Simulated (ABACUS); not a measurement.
Crystal: CdS (Hawleyite).

```xyz
2
Lattice="0.0000 2.9165 2.9165 2.9165 0.0000 2.9165 2.9165 2.9165 0.0000" Properties=species:S:1:pos:R:3 pbc="T T T"
Cd    0.0000    0.0000    0.0000
S     4.3748    4.3748    4.3748
```

| Property | Result |
| --- | --- |
| Program | ABACUS 3.10.1 |
| Task | relaxation of cell and atoms |
| Functional | TPSS |
| Potentials or basis | SG15 ONCV 1.2 PBE |
| Cutoff | 1619 eV |
| Density cutoff | 6476 eV |
| Basis | plane waves |
| k mesh | 5 × 5 × 5 |
| Occupations | fermi-dirac, width 0.05 eV |
| Spin | no spin polarisation |

At the start: pressure 3.6 GPa; volume 24.81 Å³/atom.

Q: How do energy, volume and symmetry change on relaxing?

A: Over 3 steps the energy falls by 16.1 meV/atom and the volume is 26.32 Å³/atom (+6.1 %); space group F-43m (No. 216, to 0.05 Å).

Step by step:
| step | energy change (eV) | largest force (eV/Å) | pressure (GPa) | volume (Å³) |
| --- | --- | --- | --- | --- |
| 1 | 0.0000 | 0.0000 | 3.58 | 49.62 |
| 2 | -0.0277 | 0.0000 | -1.12 | 53.86 |
| 3 | -0.0321 | 0.0000 | -0.01 | 52.65 |

Final structure:
```
CELL_PARAMETERS angstrom
0.00000 2.97472 2.97472
2.97472 0.00000 2.97472
2.97472 2.97472 0.00000
ATOMIC_POSITIONS crystal
Cd 0.00000 0.00000 0.00000
S 0.75000 0.75000 0.75000
```

Caveat: the potentials were made for another functional, which shifts forces and pressure.
